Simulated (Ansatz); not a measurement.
# KF: the cost of one run

Computed with Ansatz 0.2.0 (DFT PBEsol, scalar-relativistic, unless a step's input says otherwise).

### Step 1. The system as given

Symmetry: Fm-3m, No. 225, cubic system. The conventional cell has a = 5.347 Å, b = 5.347 Å, c = 5.347 Å, α = 90.00°, β = 90.00°, γ = 90.00°. K (site symmetry m-3m) is surrounded by 6 F at 2.67 Å. F (site symmetry m-3m) has 6 K at 2.67 Å as nearest neighbours.

As a file:

```cif
data_structure
_symmetry_space_group_name_H-M 'P 1'
_symmetry_Int_Tables_number 1
_cell_length_a 3.7809
_cell_length_b 3.7809
_cell_length_c 3.7809
_cell_angle_alpha 60.000
_cell_angle_beta 60.000
_cell_angle_gamma 60.000
_cell_volume 38.22
loop_
_atom_site_label
_atom_site_type_symbol
_atom_site_fract_x
_atom_site_fract_y
_atom_site_fract_z
_atom_site_occupancy
K1 K 0.00000 0.00000 0.00000 1
F1 F 0.50000 0.50000 0.50000 1
```

Atoms are numbered in the order of the input: K1, F2.

### Step 2. Volume × 0.96, LAPW

File input.yaml:

```yaml
crystal:
  lattice:
    - [0.0, 2.6373671923, 2.6373671923]
    - [2.6373671923, 0.0, 2.6373671923]
    - [2.6373671923, 2.6373671923, 0.0]
  atoms:
    - { symbol: K, position: [0.0, 0.0, 0.0] }
    - { symbol: F, position: [0.5, 0.5, 0.5] }
kpoints:
  mp_grid: { grid: [9, 9, 9] }
  band_path:
    path:
      - [0.0, 0.0, 0.0]
      - [0.5, 0.0, 0.5]
      - [0.625, 0.25, 0.625]
      - [0.375, 0.375, 0.75]
      - [0.0, 0.0, 0.0]
      - [0.5, 0.5, 0.5]
      - [0.5, 0.25, 0.75]
      - [0.5, 0.0, 0.5]
    npoints: 5
scf:
  occupations: { method: fermi_dirac, width: 0.01 }
hamiltonian:
  xc: pbesol
  pseudopotentials: { kind: all_electron, lapw: { basis_error: 0.001 } }
output:
  forces: true
  stress: true
  eigenvalues: true
```

Launch:

```bash
$ ansatz run input.yaml --threads 1 --pin off --max-ram 3072MiB --backend cpu --events-out ev --progress --plain --runs-dir out
```

Q: Estimate wall time and peak memory on 1 thread of Arm Neoverse V2, shared host.

About 5.3 s, with a peak of 0.25 GiB.
